Q: The atoms sit in the same places in every one of these calculations. How much can the choice of functional alone do to the gap of indium phosphide?

A: About half an electronvolt, and roughly half of that comes in a single step. The odd thing is where the step falls. It separates functionals that are built from the same ingredients.

Band gaps of zinc-blende InP at a fixed cubic lattice constant of 5.861 Å, from plane-wave PAW DFT with VASP 6.6.1, without spin polarisation or spin-orbit coupling. All rows use an 8×8×8 k mesh and a smearing width of 0.05 eV, Gaussian for the PBE and AM05 bands and Fermi-Dirac for the others.

| functional | potentials | wave cutoff | gap on path (eV) | direct gap on path (eV) |
| --- | --- | --- | --- | --- |
| PBE | VASP PAW PBE potentials, minimal | 500 eV | 0.772 | 0.772 |
| r2SCAN | VASP PAW PBE potentials, recommended | 520 eV | 1.170 | 1.170 |
| AM05 | VASP PAW PBE potentials, recommended | 520 eV | 0.705 | 0.705 |
| MS2 | VASP PAW PBE potentials, recommended | 520 eV | 1.122 | 1.122 |
| SCAN | VASP PAW PBE potentials, recommended | 520 eV | 1.063 | 1.063 |
| TPSS | VASP PAW PBE potentials, recommended | 520 eV | 0.836 | 0.836 |
| rSCAN | VASP PAW PBE potentials, recommended | 520 eV | 1.138 | 1.138 |
| revTPSS | VASP PAW PBE potentials, recommended | 520 eV | 0.815 | 0.815 |

The column "gap on path" is the smallest energy difference between filled and empty bands along the path through the Brillouin zone. "Direct gap on path" is the smallest difference at one and the same point of the path. The two agree in every row, so the functional changes the size of the gap and leaves its direct character alone. The PBE and AM05 band runs used Gaussian smearing, the others Fermi-Dirac occupations of the same width. With gaps so much wider than the smearing, this is immaterial here.

Q: Then let me follow three rows: AM05 at 0.705 eV, TPSS at 0.836 eV and SCAN at 1.063 eV. I know that AM05 is a GGA and the other two are meta-GGAs. Isn't that the explanation?

A: It is half of it. A GGA sees the electron density and its gradient. A meta-GGA also sees the kinetic energy density $\tau=\frac12\sum_i|\nabla\psi_i|^2$, summed over the filled orbitals $\psi_i$. All the meta-GGAs here do lie above AM05, but the step from TPSS to SCAN, 0.227 eV, is larger than the one from AM05 to TPSS. What seems to count is how strongly the functional responds to $\tau$, and not merely that it contains it.

Q: Why should a response to $\tau$ open a gap?

A: Because it changes the equation that each orbital obeys. A GGA adds an ordinary potential, the same function of position for filled and empty states. In a meta-GGA the energy depends on orbital gradients, so varying an orbital gives a term that acts on its gradient. In atomic units,

$$-\tfrac12\nabla\cdot\left[(1+v_\tau)\nabla\psi\right]+v\,\psi=\varepsilon\,\psi,\qquad v_\tau=\frac{\partial e_{xc}}{\partial\tau}.$$

Here $e_{xc}$ is the exchange-correlation energy per volume, $v$ collects all ordinary potentials and $\varepsilon$ is the orbital energy. The new term contributes $\frac12\int v_\tau|\nabla\psi|^2$ to that energy. Where $v_\tau$ is positive, it acts like a surcharge on kinetic energy, and an orbital that varies steeply there pays more.

Q: Which of the two band edges pays more in this crystal?

A: Most likely the conduction edge. In indium phosphide it is an antibonding combination of s orbitals on indium and phosphorus, so it changes sign between the two atoms and is steep in the bond. The top of the valence band is made mainly of phosphorus 3p orbitals in a bonding arrangement. If $v_\tau$ is positive in the bonds, the antibonding edge should therefore rise relative to the bonding one. The ordinary potential $v$ changes too, so this argument gives the expected direction and not the size. The band edges in the raw outputs show that $v$ matters: on the runs' own energy scale, most of the step from TPSS to SCAN appears as a lowering of the valence edge, and only a small part as a rise of the conduction edge. A larger $v_\tau$ alone would raise both.

Q: What decides whether $v_\tau$ is positive?

A: The way exchange weakens as $\tau$ grows. Exchange energy is negative, and a functional writes it as the value for a uniform electron gas times an enhancement factor $F$. The dependence on $\tau$ is usually expressed through

$$\alpha=\frac{\tau-\tau_W}{\tau_{\rm unif}},$$

where $\tau_W$ is the kinetic energy density that a single orbital shape would have at that density, and $\tau_{\rm unif}$ is that of a uniform gas. A region described by one orbital has $\alpha=0$, a uniform gas has $\alpha=1$, and covalent bonds typically lie below one. If $F$ falls as $\alpha$ rises, the exchange energy becomes less negative with growing $\tau$, and the exchange part of $v_\tau$ is positive.

Q: Can I see the difference between SCAN and TPSS in their formulas?

A: Yes, at a place where the density gradient vanishes, as it does at the saddle point of the density in a bond. For $\alpha$ below one, and apart from a much smaller term in $\alpha$ that is left out here, SCAN then has

$$F=1+0.174\,\exp\left(-\frac{0.667\,\alpha}{1-\alpha}\right).$$

At $\alpha=1$ the second term has died away and $F=1$. At $\alpha=0.5$ the fraction in the exponent is just 0.667, the exponential is about 0.51, and $F$ has risen by $0.174\times0.51\approx0.089$. The value 0.5 is an illustration of a bond and was not extracted from this crystal.

TPSS treats the same change very differently. At zero gradient its $F$ departs from one only through the square of a small quantity $q$, which measures the distance of $\alpha$ from one. At $\alpha=0.5$ the size of $q$ is about 0.24, and the rise is $0.072\times0.24^2\approx0.004$. SCAN responds some twenty times more strongly at this point, while a GGA does not respond at all.

Q: Twenty times the response, but SCAN's gap lies only 0.358 eV above AM05, against 0.131 eV for TPSS. That is less than a factor of three.

A: So the estimate gets the direction of the step right and badly exaggerates the contrast. One reason is visible in the formulas. Away from the saddle point the density gradient is finite, and there TPSS responds to $\tau$ through the ratio $\tau_W/\tau$, which the estimate sets to zero. A band edge samples the whole cell and not one point. Nor is AM05 simply TPSS or SCAN with the response to $\tau$ switched off, since the ordinary potentials differ too. The constants come from the definitions of the functionals and no computed gap enters them, so the comparison is a fair one, but it can only sort functionals into weak and strong responders.

Q: Does the sorting work for the other meta-GGAs?

A: It does. At zero gradient revTPSS has the same weak dependence on $\alpha$ as TPSS, and its gap differs by only 0.021 eV. MS2, rSCAN and r2SCAN all have a rise about ten times that of TPSS or more, and all of them lie above the wide step. The table thus shows two groups of meta-GGAs, and the strength of the response offers a reason for the division.

Q: Let me try to use the rule inside the upper group. The rise for MS2 is 0.040, less than half that of SCAN, so I'd place its gap well below SCAN's.

A: The calculation puts it 0.059 eV above. This is the irregular row that shows where the simple picture stops. The orbital equation contains the slope of the energy with respect to $\tau$ at every point in the cell, whereas we compared the total change of $F$ between two values of $\alpha$ at one kind of point. MS2 also differs from SCAN in its dependence on the density gradient and in its correlation part. These runs don't separate such contributions.

Q: rSCAN is a smoothed SCAN. Its rise is 0.094, almost the same as SCAN's, yet its gap is larger by 0.075 eV. Is that the slope at work?

A: It may be. SCAN's switching function becomes completely flat at $\alpha=1$, while the polynomial that replaces it in rSCAN and r2SCAN passes through that point with a finite slope. Regions near $\alpha=1$ would then add to $v_\tau$ in rSCAN and hardly at all in SCAN. I'd call this a guess, because MS2 offers a warning: its function is flat at $\alpha=1$ as well, and its gap still exceeds SCAN's. A flat spot therefore can't by itself fix the order within the group.

Q: You have left out PBE. It is a GGA like AM05, but its gap is 0.772 eV. Does that mean GGAs differ among themselves by half as much as TPSS differs from AM05?

A: That row can't tell you, because the potential for indium changes along with the functional. The cutoff is slightly lower too, which should matter far less. The PBE calculation treats the indium 4d electrons as part of the frozen core, while the other seven keep them among the valence electrons. When they are active, the 4d states repel the phosphorus 3p states at the top of the valence band and push them upwards, which narrows the gap. Freezing them should therefore favour a larger gap, as PBE has, but how much of the difference of 0.067 eV comes from this is untested.

The choice of reference matters in practice. Measured from PBE, the gain of TPSS is 0.064 eV; measured from AM05, which treats the indium atom in the same way, it is 0.131 eV. A reader who took PBE as the baseline would halve the apparent effect of the meta-GGA. Before two computed gaps are compared, the potentials deserve the same attention as the functionals. Here all of them were made with PBE, so the other functionals work with a core that isn't their own. What that does to their gaps is untested.

Q: In my own work I would let each functional choose its lattice constant. Would the wide step survive?

A: The stresses in the common cell suggest that it would, and that it might grow. TPSS and revTPSS are under a pressure of about 2 GPa or more, the upper four under 1.6 GPa or less. All six would expand if released, and the direct gap of indium phosphide shrinks on expansion. The TPSS pair, being squeezed harder, should lose more.

Q: And is r2SCAN the best choice because its gap is the largest?

A: It comes closest to the measured gap, which is roughly 1.4 eV as I recall it, but it still falls short by about 0.2 eV. That is no surprise, since GGAs and most meta-GGAs usually give semiconductor gaps that are too small. Spin-orbit coupling, left out here, would split the top of the valence band and lower each gap by a few hundredths, so including it would make the shortfall slightly worse. A larger gap also isn't evidence of a better density or a better total energy. It fits the picture of a functional that makes steep orbitals pay more, but doesn't prove it.

Q: Suppose a colleague hands me another meta-GGA for this crystal. What should I look at first?

A: Plot its exchange enhancement against $\alpha$ at zero density gradient, from one half to one. If the curve is nearly level there, expect a gap near those of TPSS and revTPSS; if it falls clearly, expect one near the SCAN group. This is only a first guess at which side of the wide step the gap will lie on, and it rests on six functionals. For the remaining tenth of an electronvolt within the upper group you have to run the calculation.
